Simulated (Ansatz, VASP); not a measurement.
**C9O in VASP and in Ansatz**

```
C O
1.0
     2.51292    0.00000    0.00000
    -1.25646    2.17625    0.00000
     0.00000    0.00000   26.81833
C O
9 1
Direct
  0.33333 0.66667 0.31695
  0.00000 0.00000 0.33607
  0.00000 0.00000 0.39345
  0.66667 0.33333 0.41258
  0.66601 0.33202 0.47011
  0.33259 0.66519 0.48919
  0.33228 0.66457 0.54669
  0.99881 0.99762 0.56684
  0.99792 0.99583 0.62165
  0.99751 0.99503 0.66554
```

Alike in both runs: functional PBEsol; k mesh 12 × 12 × 1; occupations gaussian, width 0.05 eV; no spin polarisation.

Ansatz relaxed the structure, and its values are those at the end. VASP's run is a single point on that final structure, the one shown.

|  | VASP | Ansatz |
| --- | --- | --- |
| version | VASP 6.6.1 | Ansatz 0.2.0 |
| potentials or method | VASP PAW PBE potentials, release 64 (C, O) | scalar-relativistic, plane waves, PAW |
| plane-wave cutoff (eV) | 520 | 420 |
| valence electrons in the cell | 42 | 42 |

VASP gave:

| Property | Result |
| --- | --- |
| gap on the k mesh at the Fermi level (eV) | none |
| rms of the force components (eV/Å) | 1.140 |

Task: What did Ansatz give for the same quantities?

Result: gap on the k mesh at the Fermi level (eV): none; rms of the force components (eV/Å): 1.128.

A gap of «none» marks a metal or a gap that the smearing closes. Ansatz warned: «xc_potential_rough_in_thin_density».

Caveats: the standard files for N, O and F lose accuracy on very short bonds; the PAW data sets were made with another functional, which shifts forces and pressure a little (VASP).
